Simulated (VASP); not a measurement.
# GaP (F-43m) in VASP: notebook

Aim: see how the results for GaP move with the level of theory and the settings. Levels: PBEsol, r2SCAN. Tasks: single point.

All numbers are computed with VASP 6.6.1; they aren't measurements. Logs are shortened: lines on timing, memory, paths and dates and some standing lists are left out, and cuts for length are marked.

**The experiment to reproduce.**

“Stacking defects in GaP nanowires: Electronic structure and optical properties”, 2018, arxiv:1810.01194 quotes, for a bulk crystal of GaP at 10 K: band gap 2.34 eV (indirect).

The runs below are set against these values where they give the same quantity.

## (1) Starting point

It takes space group F-43m (No. 216, cubic). Conventional cell: a = 5.437 Å, b = 5.437 Å, c = 5.437 Å, α = 90.00°, β = 90.00°, γ = 90.00°. Ga (site symmetry -43m) has 4 P at 2.35 Å as nearest neighbours. P (site symmetry -43m) has 4 Ga at 2.35 Å as nearest neighbours.

The cell is a database's computed one.

## (2) Single point, PBEsol

File INCAR:

```
  ALGO = Normal
  EDIFF = 1E-6
  ENCUT = 700
  GGA = PS
  ISIF = 2
  ISMEAR = 0
  LASPH = True
  LCHARG = False
  LREAL = False
  LWAVE = False
  NBANDS = 16
  NELM = 100
  PREC = Accurate
  SIGMA = 0.02
```

File KPOINTS:

```
k-points
0
Gamma
  8 8 8
```

File POSCAR:

```
GaP
1.0
    0.0000000000      2.7183900000      2.7183900000
    2.7183900000      0.0000000000      2.7183900000
    2.7183900000      2.7183900000      0.0000000000
Ga P
1 1
Direct
    0.0000000000      0.0000000000      0.0000000000
    0.7500000000      0.7500000000      0.7500000000
```

Potentials or basis: VASP PAW PBE potentials, release 64 (Ga_d, P).

Command:

```console
$ cat potpaw_PBE.64/Ga_d/POTCAR potpaw_PBE.64/P/POTCAR > POTCAR
$ mpirun -np 1 vasp_std > vasp.out
```

OUTCAR:

```text
EDIFF = 1E-6
   ENCUT = 700
   GGA = PS
   ISIF = 2
   ISMEAR = 0
   LASPH = True
   LREAL = False
   NELM = 100
   PREC = Accurate

 ion  position               nearest neighbor table
   1  0.000  0.000  0.000-   2 2.35   2 2.35   2 2.35   2 2.35
   2  0.750  0.750  0.750-   1 2.35   1 2.35   1 2.35   1 2.35

  LATTYP: Found a face centered cubic cell.
 ALAT       =     5.4367800000

  Lattice vectors:

 A1 = (   0.0000000000,   2.7183900000,   2.7183900000)
 A2 = (   2.7183900000,   0.0000000000,   2.7183900000)
 A3 = (   2.7183900000,   2.7183900000,   0.0000000000)

Analysis of symmetry for initial positions (statically):
=====================================================================
 Subroutine PRICEL returns:
 Original cell was already a primitive cell.

 Routine SETGRP: Setting up the symmetry group for a
 face centered cubic supercell.

 Subroutine GETGRP returns: Found 24 space group operations
 (whereof 24 operations were pure point group operations)
 out of a pool of 48 trial point group operations.

The static configuration has the point symmetry T_d .

Analysis of symmetry for dynamics (positions and initial velocities):
=====================================================================
 Subroutine PRICEL returns:
 Original cell was already a primitive cell.

 Routine SETGRP: Setting up the symmetry group for a
 face centered cubic supercell.

 Subroutine GETGRP returns: Found 24 space group operations
 (whereof 24 operations were pure point group operations)
 out of a pool of 48 trial point group operations.

The dynamic configuration has the point symmetry T_d .

 Subroutine INISYM returns: Found 24 space group operations
 (whereof 24 operations are pure point group operations),
 and found     1 'primitive' translations

----------------------------------------------------------------------------------------

                                     Primitive cell

  volume of cell :      40.1759

  direct lattice vectors                    reciprocal lattice vectors
     0.000000000  2.718390000  2.718390000    -0.183932401  0.183932401  0.183932401
     2.718390000  0.000000000  2.718390000     0.183932401 -0.183932401  0.183932401
     2.718390000  2.718390000  0.000000000     0.183932401  0.183932401 -0.183932401

  length of vectors
     3.844384006  3.844384006  3.844384006     0.318580264  0.318580264  0.318580264

  position of ions in fractional coordinates (direct lattice)
     0.000000000  0.000000000  0.000000000
     0.750000000  0.750000000  0.750000000
[... 73 lines left out ...]
   LSORBIT =      F    spin-orbit coupling
   LASPH  =      T    aspherical Exc in radial PAW
   ENCUT  =  700.0 eV  51.45 Ry    7.17 a.u.   8.29  8.29  8.29*2*pi/ulx,y,z
   NELM   =    100;   NELMIN=  2; NELMDL= -5     # of ELM steps
   EDIFF  = 0.1E-05   stopping-criterion for ELM
   LREAL  =      F    real-space projection
   EDIFFG = 0.1E-04   stopping-criterion for IOM
   NSW    =      0    number of steps for IOM
   IBRION =     -1    ionic relax: 0-MD 1-quasi-New 2-CG
   NFREE  =      0    steps in history (QN), initial steepest desc. (CG)
   ISIF   =      2    stress and relaxation
   ISYM   =      2    0-nonsym 1-usesym 2-fastsym
   POTIM  = 0.5000    time-step for ionic-motion
   TEBEG  =    0.0;   TEEND  =   0.0 temperature during run
   PSTRESS=    0.0 pullay stress
   NELECT =      18.0000    total number of electrons
   NUPDOWN=      -1.0000    fix difference up-down
   EMIN   =  10.00;   EMAX   =-10.00  energy-range for DOS
   EFERMI =   0.00;   METHOD = LEGACY
   ISMEAR =     0;   SIGMA  =   0.02  broadening in eV -4-tet -1-fermi 0-gaus
   EFERMI_NEDOS =   21; number of points for ismear=-14 and -15
   IALGO  =     38    algorithm
   IMIX   =      4    mixing-type and parameters
     AMIX     =   0.40;   BMIX     =  1.00
     AMIX_MAG =   1.60;   BMIX_MAG =  1.00
  volume/ion in A,a.u.               =      20.09       135.56
  Fermi-wavevector in a.u.,A,eV,Ry     =   1.252691  2.367242 21.350730  1.569234
  Thomas-Fermi vector in A             =   2.386579
   LORBIT       =      0    0 simple, 1 ext, 2 COOP (PROOUT), +10 PAW based schemes
   GGA     = PS    functional components
   LHFCALC =     F    Hartree Fock is set to
   AEXX    =    0.0000 exact exchange contribution
   IVDW    =     0    specifies the selected vdW correction
   LEPSILON=     F    determine dielectric tensor
   LRPA    =     F    only Hartree local field effects (RPA)
 non-spin polarized calculation
 Gauss-broadening in eV      SIGMA  =   0.02
  energy-cutoff  :      700.00
  volume of cell :       40.18
 maximum number of plane-waves:      1708
 NGX is ok and might be reduce to    36
   NGX = 17   NGY = 17   NGZ = 17

 number of electron      17.9999999 magnetization

 Free energy of the ion-electron system (eV)
  ---------------------------------------------------
  ext. energy  EPLUGINS =         0.00000000
  ---------------------------------------------------
  free energy    TOTEN  =        -9.92125823 eV

  energy without entropy =       -9.92125823  energy(sigma->0) =       -9.92125823

 E-fermi :   4.7706     XC(G=0): -10.0555

 val. band max:        4.6458573872   @ k =   0.0000   0.0000   0.0000
 cond. band min:       6.1468821858   @ k =   0.5000   0.5000   0.0000
 fundamental gap:      1.5010247986
 Fermi energy:         4.7705786842

 k-point     1 :       0.0000    0.0000    0.0000
  band No.  band energies     occupation
      1      -9.9091      2.00000
      2      -9.9091      2.00000
      3      -9.9091      2.00000
      4      -9.8060      2.00000
      5      -9.8060      2.00000
      6      -7.9355      2.00000
[... 433 lines left out ...]
      3      -9.8646      2.00000
      4      -9.8116      2.00000
      5      -9.7986      2.00000
      6      -5.4051      2.00000
[... 8 lines left out ...]
     15      16.5721      0.00000
     16      17.1281      0.00000

 [... further k-points ...]
[... 5 lines left out ...]
  --------------------------------------------------------------------------------------
  -------------------------------------------------------------------------------------
  Total       -0.0026150     -0.0026150     -0.0026150     -0.0000000      0.0000000     -0.0000000
  in kB       -0.1042856     -0.1042856     -0.1042856     -0.0000000      0.0000000     -0.0000000
  external PRESSURE =      -0.1042856 kB  Pullay stress =       0.0000000 kB

 VOLUME and BASIS-vectors are now :
 -----------------------------------------------------------------------------
  energy-cutoff  :      700.00
  volume of cell :       40.18
      direct lattice vectors                 reciprocal lattice vectors
     0.000000000  2.718390000  2.718390000    -0.183932401  0.183932401  0.183932401
     2.718390000  0.000000000  2.718390000     0.183932401 -0.183932401  0.183932401
     2.718390000  2.718390000  0.000000000     0.183932401  0.183932401 -0.183932401

 POSITION                                       TOTAL-FORCE (eV/Angst)
 -----------------------------------------------------------------------------------
      0.00000      0.00000      0.00000         0.000000     -0.000000      0.000000
      4.07759      4.07759      4.07759        -0.000000      0.000000     -0.000000
 -----------------------------------------------------------------------------------
    total drift:                               -0.000000     -0.000000     -0.000000

  FREE ENERGIE OF THE ION-ELECTRON SYSTEM (eV)
  ---------------------------------------------------
  free  energy   TOTEN  =        -9.9212582258 eV

  energy  without entropy=       -9.9212582258  energy(sigma->0) =       -9.92125823
```

Wall time 22 s (1 thread of Intel Xeon Platinum 8259CL at 2.50GHz (Skylake/Cascade Lake), shared host); peak memory 0.21 GiB.

Results:

| Item | Value |
| --- | --- |
| Free energy | -9.9213 eV |
| Pressure | 0.0 GPa |
| Band gap on the k mesh | 1.50 eV, indirect (least direct gap 1.81 eV) |

Caveat: the PAW data sets were made with another functional, which shifts forces and pressure a little.

## (3) Single point, PBEsol

Changes to INCAR since step 2:

```diff
@@ -2,3 +2,3 @@
   EDIFF = 1E-6
-  ENCUT = 700
+  ENCUT = 520
   GGA = PS
```

File KPOINTS:

```
k-points
0
Gamma
  14 14 14
```

POSCAR is that of step 2.

Potentials or basis: VASP PAW PBE potentials, release 64 (Ga_d, P).

Command:

```console
$ cat potpaw_PBE.64/Ga_d/POTCAR potpaw_PBE.64/P/POTCAR > POTCAR
$ mpirun -np 1 vasp_std > vasp.out
```

Wall time 54 s (1 thread of Intel Xeon Platinum 8259CL at 2.50GHz (Skylake/Cascade Lake), shared host); peak memory 0.21 GiB.

Results (log left out):

```yaml
Free_energy: -9.9238 eV
Pressure: 0.0 GPa
Band_gap_on_the_k_mesh: 1.45 eV, indirect (least direct gap 1.81 eV)
```

Levels at points of the mesh, in eV from the valence-band top:
| k point | band 7 | band 8 | band 9 | band 10 | band 11 | band 12 |
| --- | --- | --- | --- | --- | --- | --- |
| (0.00, 0.00, 0.00) | 0.00 | 0.00 | 0.00 | 1.81 | 3.83 | 3.83 |
| (0.50, 0.00, 0.00) | -6.74 | -1.14 | -1.14 | 1.61 | 4.65 | 4.65 |
| (0.50, 0.50, 0.00) | -6.84 | -2.74 | -2.74 | 1.50 | 1.71 | 10.61 |

Caveat: the PAW data sets were made with another functional, which shifts forces and pressure a little.

## (4) Single point, PBEsol

Changes to INCAR since step 3:

```diff
@@ -13,2 +13,2 @@
   PREC = Accurate
-  SIGMA = 0.02
+  SIGMA = 0.5
```

File KPOINTS:

```
k-points
0
Gamma
  8 8 8
```

POSCAR is that of step 3.

Command:

```console
$ cat potpaw_PBE.64/Ga_d/POTCAR potpaw_PBE.64/P/POTCAR > POTCAR
$ mpirun -np 1 vasp_std > vasp.out
```

Wall time 17 s (1 thread of Intel Xeon Platinum 8259CL at 2.50GHz (Skylake/Cascade Lake), shared host); peak memory 0.17 GiB.

It converged, with:

```
Free energy            : -9.9213 eV
Pressure               : 0.0 GPa
Band gap on the k mesh : 1.50 eV, indirect (least direct gap 1.81 eV)
```

Levels at points of the mesh, in eV from the valence-band top:
| k point | band 5 | band 6 | band 7 | band 8 | band 9 | band 10 | band 11 | band 12 | band 13 | band 14 |
| --- | --- | --- | --- | --- | --- | --- | --- | --- | --- | --- |
| (0.00, 0.00, 0.00) | -14.45 | -12.58 | 0.00 | 0.00 | 0.00 | 1.81 | 3.83 | 3.83 | 3.83 | 8.60 |
| (0.50, 0.00, 0.00) | -14.44 | -10.47 | -6.74 | -1.14 | -1.14 | 1.61 | 4.65 | 4.65 | 8.10 | 10.79 |
| (0.50, 0.50, 0.00) | -14.43 | -9.54 | -6.84 | -2.74 | -2.74 | 1.50 | 1.71 | 10.61 | 10.61 | 11.15 |

Caveat: the PAW data sets were made with another functional, which shifts forces and pressure a little.

## (5) Single point, PBEsol

Changes to INCAR since step 4:

```diff
@@ -2,3 +2,3 @@
   EDIFF = 1E-6
-  ENCUT = 520
+  ENCUT = 900
   GGA = PS
@@ -13,2 +13,2 @@
   PREC = Accurate
-  SIGMA = 0.5
+  SIGMA = 0.02
```

KPOINTS is that of step 4.

POSCAR is that of step 4.

Potentials or basis: VASP PAW PBE potentials, release 64 (Ga_h, P_h).

Command:

```console
$ cat potpaw_PBE.64/Ga_h/POTCAR potpaw_PBE.64/P_h/POTCAR > POTCAR
$ mpirun -np 1 vasp_std > vasp.out
```

Wall time 32 s (1 thread of Intel Xeon Platinum 8259CL at 2.50GHz (Skylake/Cascade Lake), shared host); peak memory 0.25 GiB.

The run converged. Its results:

* Free energy: -9.9151 eV
* Pressure: 0.1 GPa
* Band gap on the k mesh: 1.50 eV, indirect (least direct gap 1.81 eV)

Levels at points of the mesh, in eV from the valence-band top:
```tsv
k point	band 6	band 7	band 8	band 9	band 10	band 11	band 12	band 13
(0.00, 0.00, 0.00)	-12.58	0.00	0.00	0.00	1.81	3.81	3.81	3.81
(0.50, 0.00, 0.00)	-10.47	-6.74	-1.14	-1.14	1.60	4.64	4.64	8.10
(0.50, 0.50, 0.00)	-9.55	-6.84	-2.74	-2.74	1.50	1.70	10.59	10.59
```

Caveat: the PAW data sets were made with another functional, which shifts forces and pressure a little.

## (6) Single point, r2SCAN

File INCAR:

```
  ALGO = Normal
  EDIFF = 1E-6
  ENCUT = 520
  ISIF = 2
  ISMEAR = 0
  LASPH = True
  LCHARG = False
  LMIXTAU = True
  LREAL = False
  LWAVE = False
  METAGGA = R2SCAN
  NBANDS = 16
  NELM = 100
  PREC = Accurate
  SIGMA = 0.02
```

KPOINTS is that of step 5.

POSCAR is that of step 5.

Potentials or basis: VASP PAW PBE potentials, release 64 (Ga_d, P).

Command:

```console
$ cat potpaw_PBE.64/Ga_d/POTCAR potpaw_PBE.64/P/POTCAR > POTCAR
$ mpirun -np 1 vasp_std > vasp.out
```

OUTCAR:

```text
EDIFF = 1E-6
   ENCUT = 520
   ISIF = 2
   ISMEAR = 0
   LASPH = True
   LREAL = False
   METAGGA = R2SCAN
   NELM = 100
   PREC = Accurate

 ion  position               nearest neighbor table
   1  0.000  0.000  0.000-   2 2.35   2 2.35   2 2.35   2 2.35
   2  0.750  0.750  0.750-   1 2.35   1 2.35   1 2.35   1 2.35

  LATTYP: Found a face centered cubic cell.
 ALAT       =     5.4367800000

  Lattice vectors:

 A1 = (   0.0000000000,   2.7183900000,   2.7183900000)
[... 192 lines left out ...]
      5     -10.3454      2.00000
      6      -8.5403      2.00000
[... 433 lines left out ...]
      3     -10.4138      2.00000
      4     -10.3511      2.00000
      5     -10.3376      2.00000
      6      -5.9254      2.00000
[... 8 lines left out ...]
     15      17.2372      0.00000
     16      17.8383      0.00000

 [... further k-points ...]
[... 5 lines left out ...]
  --------------------------------------------------------------------------------------
  -------------------------------------------------------------------------------------
  Total        0.1680676      0.1680676      0.1680676      0.0000000      0.0000000      0.0000000
  in kB        6.7023849      6.7023849      6.7023849      0.0000000      0.0000000      0.0000000
  external PRESSURE =       6.7023849 kB  Pullay stress =       0.0000000 kB

 VOLUME and BASIS-vectors are now :
 -----------------------------------------------------------------------------
  energy-cutoff  :      520.00
  volume of cell :       40.18
      direct lattice vectors                 reciprocal lattice vectors
     0.000000000  2.718390000  2.718390000    -0.183932401  0.183932401  0.183932401
     2.718390000  0.000000000  2.718390000     0.183932401 -0.183932401  0.183932401
     2.718390000  2.718390000  0.000000000     0.183932401  0.183932401 -0.183932401

 POSITION                                       TOTAL-FORCE (eV/Angst)
 -----------------------------------------------------------------------------------
      0.00000      0.00000      0.00000         0.000000      0.000000      0.000000
      4.07759      4.07759      4.07759        -0.000000     -0.000000     -0.000000
 -----------------------------------------------------------------------------------
    total drift:                               -0.000011     -0.000011     -0.000011

  FREE ENERGIE OF THE ION-ELECTRON SYSTEM (eV)
  ---------------------------------------------------
  free  energy   TOTEN  =       -21.4624905547 eV

  energy  without entropy=      -21.4624905547  energy(sigma->0) =      -21.46249055
```

OSZICAR:

```text
N       E                     dE             d eps       ncg     rms          rms(c)
DAV:   1     0.696924470588E+02    0.69692E+02   -0.92085E+03   968   0.167E+03
DAV:   2    -0.170916887071E+02   -0.86784E+02   -0.82657E+02  1032   0.331E+02
DAV:   3    -0.236299126328E+02   -0.65382E+01   -0.65167E+01  1168   0.682E+01
DAV:   4    -0.237366492731E+02   -0.10674E+00   -0.10672E+00  1128   0.941E+00
DAV:   5    -0.237386548870E+02   -0.20056E-02   -0.20052E-02  1176   0.115E+00    0.487E+00
DAV:   6    -0.214289779784E+02    0.23097E+01   -0.60890E-01  1088   0.156E+01    0.319E+00
DAV:   7    -0.215952945439E+02   -0.16632E+00   -0.35488E-01  1136   0.636E+00    0.150E+00
DAV:   8    -0.214381090257E+02    0.15719E+00   -0.10937E-01   976   0.395E+00    0.103E+00
DAV:   9    -0.214475494128E+02   -0.94404E-02   -0.18079E-01   928   0.390E+00    0.248E-01
DAV:  10    -0.214539186772E+02   -0.63693E-02   -0.14925E-01   928   0.341E+00    0.122E-01
DAV:  11    -0.214621421679E+02   -0.82235E-02   -0.75405E-03  1072   0.617E-01    0.513E-02
DAV:  12    -0.214613503841E+02    0.79178E-03   -0.45032E-04  1128   0.168E-01    0.620E-02
DAV:  13    -0.214624583617E+02   -0.11080E-02   -0.80123E-04  1008   0.277E-01    0.202E-02
DAV:  14    -0.214624760119E+02   -0.17650E-04   -0.30665E-05  1256   0.447E-02    0.276E-02
DAV:  15    -0.214624817462E+02   -0.57343E-05   -0.70116E-06  1024   0.274E-02    0.218E-02
DAV:  16    -0.214624907752E+02   -0.90291E-05   -0.33453E-06  1016   0.231E-02    0.212E-03
DAV:  17    -0.214624905547E+02    0.22052E-06   -0.36200E-07   832   0.647E-03
   1 F= -.21462491E+02 E0= -.21462491E+02  d E =-.106473E-19
```

Run time: 1.9 min. Hardware: 1 thread of Intel Xeon Platinum 8259CL at 2.50GHz (Skylake/Cascade Lake), shared host; peak memory 0.17 GiB.

Results:

- Free energy: -21.4625 eV
- Pressure: 0.7 GPa
- Band gap on the k mesh: 1.89 eV, indirect (least direct gap 2.41 eV)

Caveat: the PAW data sets were made with another functional, which shifts forces and pressure a little.

## (7) Overview

```tsv
level	potentials or basis	k mesh	cutoff (eV)	smearing	gap on the mesh (eV)	pressure (GPa)
PBEsol	VASP PAW PBE potentials, release 64 (Ga_d, P)	8 × 8 × 8	700	gaussian 0.02 eV	1.50	0.0
PBEsol	VASP PAW PBE potentials, release 64 (Ga_d, P)	14 × 14 × 14	520	gaussian 0.02 eV	1.45	0.0
PBEsol	VASP PAW PBE potentials, release 64 (Ga_d, P)	8 × 8 × 8	520	gaussian 0.5 eV	1.50	0.0
PBEsol	VASP PAW PBE potentials, release 64 (Ga_h, P_h)	8 × 8 × 8	900	gaussian 0.02 eV	1.50	0.1
r2SCAN	VASP PAW PBE potentials, release 64 (Ga_d, P)	8 × 8 × 8	520	gaussian 0.02 eV	1.89	0.7
```

Alike in all rows: task single point; no spin polarisation; cell as given.

Caveats: the PAW data sets were made with another functional, which shifts forces and pressure a little.

Total energies depend on the potentials used, so only differences within one code and one set of settings carry meaning.

## (8) Against experiment

Step 2. Against the measured gap of GaP, 2.34 eV (indirect; 10 K; quoted in “Stacking defects in GaP nanowires: Electronic structure and optical properties”, 2018, arxiv:1810.01194), the calculated 1.50 eV is off by -0.84 eV. Spin-orbit coupling on Ga is left out. The value is that of PBEsol on a finite k mesh, which can miss the band edges, without temperature or zero-point motion. Semilocal functionals fall short of measured gaps as a rule. The cell is a database's relaxed one, not the measured one, which moves gaps too.

Step 3. Against the measured gap of GaP, 2.34 eV (indirect; 10 K; quoted in “Stacking defects in GaP nanowires: Electronic structure and optical properties”, 2018, arxiv:1810.01194), the calculated 1.45 eV is off by -0.89 eV. Spin-orbit coupling on Ga is left out. The value is that of PBEsol on a finite k mesh, which can miss the band edges, without temperature or zero-point motion. Semilocal functionals fall short of measured gaps as a rule. The cell is a database's relaxed one, not the measured one, which moves gaps too.

Step 4. Against the measured gap of GaP, 2.34 eV (indirect; 10 K; quoted in “Stacking defects in GaP nanowires: Electronic structure and optical properties”, 2018, arxiv:1810.01194), the calculated 1.50 eV is off by -0.84 eV. Spin-orbit coupling on Ga is left out. The value is that of PBEsol on a finite k mesh, which can miss the band edges, without temperature or zero-point motion. Semilocal functionals fall short of measured gaps as a rule. The cell is a database's relaxed one, not the measured one, which moves gaps too.

Step 5. A measured gap of GaP is 2.34 eV (indirect; 10 K; quoted in “Stacking defects in GaP nanowires: Electronic structure and optical properties”, 2018, arxiv:1810.01194); the calculated 1.50 eV misses it by -0.84 eV. Spin-orbit coupling on Ga is left out. The value is that of PBEsol on a finite k mesh, which can miss the band edges, without temperature or zero-point motion. Semilocal functionals fall short of measured gaps as a rule. The cell is a database's relaxed one, not the measured one, which moves gaps too.

Step 6. A measured gap of GaP is 2.34 eV (indirect; 10 K; quoted in “Stacking defects in GaP nanowires: Electronic structure and optical properties”, 2018, arxiv:1810.01194); the calculated 1.89 eV misses it by -0.45 eV. Spin-orbit coupling on Ga is left out. The value is that of r2SCAN on a finite k mesh, which can miss the band edges, without temperature or zero-point motion. The cell is a database's relaxed one, not the measured one, which moves gaps too.
